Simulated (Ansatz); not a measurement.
# Si: the cost of one run

Method: DFT PBE, scalar-relativistic, plane waves, PAW, in Ansatz 0.2.0.

## (1) The starting structure

It takes space group P6_3/mmc (No. 194, hexagonal). The conventional cell has a = 3.795 Å, b = 3.795 Å, c = 12.710 Å, α = 90.00°, β = 90.00°, γ = 120.00°. Around Si (site symmetry 3m) lie 4 Si at 2.33 to 2.38 Å.

Structure file:

```
Si
1.0
     7.58960    0.00000    0.00000
    -3.79480    6.57279    0.00000
     0.00000    0.00000   12.70990
Si
32
Direct
  0.00000 0.00000 0.40620
  0.00000 0.50000 0.40620
  0.50000 0.00000 0.40620
  0.50000 0.50000 0.40620
  0.00000 0.00000 0.90620
  0.00000 0.50000 0.90620
  0.50000 0.00000 0.90620
  0.50000 0.50000 0.90620
  0.00000 0.00000 0.09380
  0.00000 0.50000 0.09380
  0.50000 0.00000 0.09380
  0.50000 0.50000 0.09380
  0.00000 0.00000 0.59380
  0.00000 0.50000 0.59380
  0.50000 0.00000 0.59380
  0.50000 0.50000 0.59380
  0.16667 0.33333 0.34370
  0.16667 0.83333 0.34370
  0.66667 0.33333 0.34370
  0.66667 0.83333 0.34370
  0.33333 0.16667 0.84370
  0.33333 0.66667 0.84370
  0.83333 0.16667 0.84370
  0.83333 0.66667 0.84370
  0.16667 0.33333 0.15630
  0.16667 0.83333 0.15630
  0.66667 0.33333 0.15630
  0.66667 0.83333 0.15630
  0.33333 0.16667 0.65630
  0.33333 0.66667 0.65630
  0.83333 0.16667 0.65630
  0.83333 0.66667 0.65630
```

The runs take a perfect supercell of 32 atoms; the defect goes to fractional position (0.000, 0.000, 0.406).

## (2) The perfect supercell

Input file input.yaml:

```yaml
crystal:
  lattice:
    - [7.5896, 0.0, 0.0]
    - [-3.7948, 6.572786, 0.0]
    - [0.0, 0.0, 12.7099]
  atoms:
    - { symbol: Si, position: [0.0, 0.0, 0.4062] }
    - { symbol: Si, position: [0.0, 0.5, 0.4062] }
    - { symbol: Si, position: [0.5, 0.0, 0.4062] }
    - { symbol: Si, position: [0.5, 0.5, 0.4062] }
    - { symbol: Si, position: [0.0, 0.0, 0.9062] }
    - { symbol: Si, position: [0.0, 0.5, 0.9062] }
    - { symbol: Si, position: [0.5, 0.0, 0.9062] }
    - { symbol: Si, position: [0.5, 0.5, 0.9062] }
    - { symbol: Si, position: [0.0, 0.0, 0.0938] }
    - { symbol: Si, position: [0.0, 0.5, 0.0938] }
    - { symbol: Si, position: [0.5, 0.0, 0.0938] }
    - { symbol: Si, position: [0.5, 0.5, 0.0938] }
    - { symbol: Si, position: [0.0, 0.0, 0.5938] }
    - { symbol: Si, position: [0.0, 0.5, 0.5938] }
    - { symbol: Si, position: [0.5, 0.0, 0.5938] }
    - { symbol: Si, position: [0.5, 0.5, 0.5938] }
    - { symbol: Si, position: [0.166667, 0.333333, 0.3437] }
    - { symbol: Si, position: [0.166667, 0.833333, 0.3437] }
    - { symbol: Si, position: [0.666667, 0.333333, 0.3437] }
    - { symbol: Si, position: [0.666667, 0.833333, 0.3437] }
    - { symbol: Si, position: [0.333333, 0.166667, 0.8437] }
    - { symbol: Si, position: [0.333333, 0.666667, 0.8437] }
    - { symbol: Si, position: [0.833333, 0.166667, 0.8437] }
    - { symbol: Si, position: [0.833333, 0.666667, 0.8437] }
    - { symbol: Si, position: [0.166667, 0.333333, 0.1563] }
    - { symbol: Si, position: [0.166667, 0.833333, 0.1563] }
    - { symbol: Si, position: [0.666667, 0.333333, 0.1563] }
    - { symbol: Si, position: [0.666667, 0.833333, 0.1563] }
    - { symbol: Si, position: [0.333333, 0.166667, 0.6563] }
    - { symbol: Si, position: [0.333333, 0.666667, 0.6563] }
    - { symbol: Si, position: [0.833333, 0.166667, 0.6563] }
    - { symbol: Si, position: [0.833333, 0.666667, 0.6563] }
basis:
  ecutwfc: 420
  fft_grid_basis: typed
kpoints:
  mp_grid: { grid: [3, 3, 1] }
hamiltonian:
  xc: pbe
  pseudopotentials: { kind: paw }
scf:
  occupations: { method: gaussian, width: 0.05 }
output:
  forces: true
  stress: false
  eigenvalues: true
  bader: false
  write_density: true
  volumetric_format: npy
```

Run with:

```sh
$ ansatz run input.yaml --threads 4 --pin off --max-ram 10240MiB --backend cpu --events-out ev --progress --plain --runs-dir out
```

What time and memory should one allow on 4 threads of Arm Neoverse N1, shared host?

About 4.2 s, with a peak of 1.3 GiB.
